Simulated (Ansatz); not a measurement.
BAs (zincblende) (r2SCAN geometry), in Ansatz:

Space group F-43m (No. 216). a = 4.784 Å, b = 4.784 Å, c = 4.784 Å, α = 90.00°, β = 90.00°, γ = 90.00°
```
atom  site  symmetry       x       y       z
   B    4a      -43m  0.0000  0.0000  0.0000
  As    4d      -43m  0.2500  0.2500  0.7500
```

G0W0@PBE with 150 empty bands, a screening cutoff of 180 eV and a 6×6×6 mesh (PAW, contour deformation) gives 1.936 eV over the mesh points, from a PBE gap of 1.284 eV; it sums over 159 bands with 169 plane waves in the screening and a wave cutoff of 420 eV. G0W0 values are finite-basis, finite-mesh values. The values are computed, spin-unpolarised, and not measurements.

Problem. Estimate the gap with frequency model Godby-Needs pole.

Solution. 1.909 eV (-0.027 eV), from a Kohn-Sham gap of 1.284 eV.

Problem. Estimate the gap with starting point HSE06.

Solution. 2.206 eV (+0.270 eV), from a Kohn-Sham gap of 1.941 eV.

Problem. Estimate the gap with potentials of the kind norm-conserving, with them a wave cutoff of 1143 eV.

Solution. 1.943 eV (+0.007 eV), from a Kohn-Sham gap of 1.291 eV.

Spin-orbit coupling is left out.
